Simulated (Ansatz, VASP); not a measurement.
## Two plane-wave programs on HfN

INCAR

```
  ALGO = Normal
  EDIFF = 1E-6
  ENCUT = 520
  GGA = PE
  ISIF = 2
  ISMEAR = -1
  LASPH = T
  LCHARG = T
  LELF = T
  LREAL = F
  LVHAR = T
  LWAVE = F
  NBANDS = 14
  NELM = 100
  PREC = Accurate
  SIGMA = 0.05
```

File KPOINTS:

```
k-points
0
Gamma
  9 9 9
```

File POSCAR:

```
HfN
1.0
    2.8437393532      0.0000000000      0.0000000000
    0.0000000000      2.8437393532      0.0000000000
    0.0000000000      0.0000000000      2.8437393532
Hf N
1 1
Direct
    0.5000000000      0.5000000000      0.5000000000
    0.0000000000      0.0000000000      0.0000000000
```

File input.yaml:

```yaml
crystal:
  lattice:
    - [2.8437393532, 0.0, 0.0]
    - [0.0, 2.8437393532, 0.0]
    - [0.0, 0.0, 2.8437393532]
  atoms:
    - { symbol: Hf, position: [0.5, 0.5, 0.5] }
    - { symbol: "N", position: [0.0, 0.0, 0.0] }
hamiltonian:
  xc: pbe
  pseudopotentials: { kind: paw, azcp: { folder: soft_1 } }
kpoints:
  mp_grid: { grid: [9, 9, 9] }
scf:
  occupations: { method: fermi_dirac, width: 0.05 }
output:
  forces: true
  stress: true
  eigenvalues: true
```

The cell was built by a generator and needn't be a form met in nature.

Alike in both runs: task single point; functional PBE; k mesh 9 × 9 × 9; occupations fermi-dirac, width 0.05 eV; no spin polarisation.

```csv
,VASP,Ansatz
version,VASP 6.6.1,Ansatz 0.2.0
potentials or method,"VASP PAW PBE potentials, release 64 (Hf_pv, N)",Ansatz PAW soft_1
plane-wave cutoff (eV),520,420
valence electrons in the cell,15,31
```

VASP gave:

```
gap on the k mesh at the Fermi level (eV) : none
pressure (GPa)                            : -6.8
```

Problem. Which values does Ansatz return?

Solution. gap on the k mesh at the Fermi level (eV): none; pressure (GPa): -4.3.

A gap of «none» marks a metal or a gap that the smearing closes. The functional is the same, so the differences come from potentials, cutoffs and numerics. The two sets of potentials don't hold the same shells in valence.

The runs have no spin-orbit coupling, so splittings on Hf are missing.
